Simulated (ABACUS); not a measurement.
MnS under changes of volume

One of the cells (14.830 Å³/atom); the others are scaled copies at fixed shape and fractional positions:

```
Mn S
1.0
     0.00000    2.45686    2.45686
     2.45686    0.00000    2.45686
     2.45686    2.45686    0.00000
Mn S
1 1
Direct
  0.00000 0.00000 0.00000
  0.75000 0.75000 0.75000
```

The cell is a database's computed one.

| Property | Result |
| --- | --- |
| Program | ABACUS 3.10.1 |
| Functional | PBE |
| Potentials or basis | PseudoDojo NC SR 0.4.1 PBE standard |
| Cutoff | 1361 eV |
| Density cutoff | 5442 eV |
| Basis | TZDP LCAO (the cutoffs set its grid) |
| k mesh | 9 × 9 × 9 |
| Occupations | fermi-dirac, width 0.05 eV |
| Spin | collinear spin, ferromagnetic start |
| Starting moments | [4.0, 0.0] μB |

| volume (Å³/atom) | energy over the lowest point (meV/atom) | pressure (GPa) | moment (μB per cell) |
| --- | --- | --- | --- |
| 14.225 | 55.87 | 14.6 | 0.22 |
| 14.527 | ? | ? | ? |
| 14.830 | 15.29 | 7.2 | 0.26 |
| 15.435 | 0.00 | 1.2 | 0.29 |
| 16.041 | 5.50 | 13.8 | 2.93 |

**Question.** What does the run at 14.527 Å³/atom give?

**Answer.** Energy over the lowest point 32.01 meV/atom; pressure 10.7 GPa; moment 0.24 μB per cell.

Worked out: A Birch-Murnaghan fit of order 2 (a polynomial in V^(-2/3)) to the other rows has its minimum at 15.56 Å³/atom with B0 = V·E''(V) = 135 GPa. It gives 32.14 meV/atom at 14.527 Å³/atom, against the run's 32.01, and -dE/dV = 10.7 GPa, against 10.7. A parabola through the other rows of the moment, of slope -0.801 μB per Å³/atom there, gives -0.05 μB, against the run's 0.24.

Energies are extrapolated to zero smearing.

Caveats: the atomic orbitals were generated for these runs and aren't a published set; the basis of atomic orbitals isn't converged, which shifts pressures, moduli and gaps; the moment fell far below its start of 4 μB, so a state of higher moment may lie lower in energy (some runs); a cell with one magnetic atom can't hold antiferromagnetic order, which such compounds often take (some runs).
